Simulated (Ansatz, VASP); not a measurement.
# One calculation of SrO, two programs

```
CELL_PARAMETERS angstrom
0.00000 2.58064 2.58064
2.58064 0.00000 2.58064
2.52925 2.52925 0.05140
ATOMIC_POSITIONS crystal
Sr 0.00000 0.00000 0.00000
O 0.50000 0.50000 0.50000
```

Alike in both runs: task single point; functional PBE; k mesh 8 × 8 × 8; occupations gaussian, width 0.02 eV; no spin polarisation.

|  | VASP | Ansatz |
| --- | --- | --- |
| version | VASP 6.6.1 | Ansatz 0.2.0 |
| potentials or method | VASP PAW PBE potentials, release 64 (Sr_sv, O) | scalar-relativistic, plane waves, PAW |
| plane-wave cutoff (eV) | 520 | 420 |
| valence electrons in the cell | 16 | 16 |

|  | VASP | Ansatz | Ansatz less VASP |
| --- | --- | --- | --- |
| gap on the k mesh at the Fermi level (eV) | 3.21 | 3.26 | +0.051 |
| least direct gap on the mesh (eV) | 3.30 | 3.34 | +0.040 |
| pressure (GPa) | 5.3 | 4.7 | -0.64 |
| largest component of the traceless stress (GPa) | 1.02 | 1.02 | +0.001 |

With one functional, cell and mesh, what is left measures potentials, basis and numerics.

A k mesh can miss the band edges.
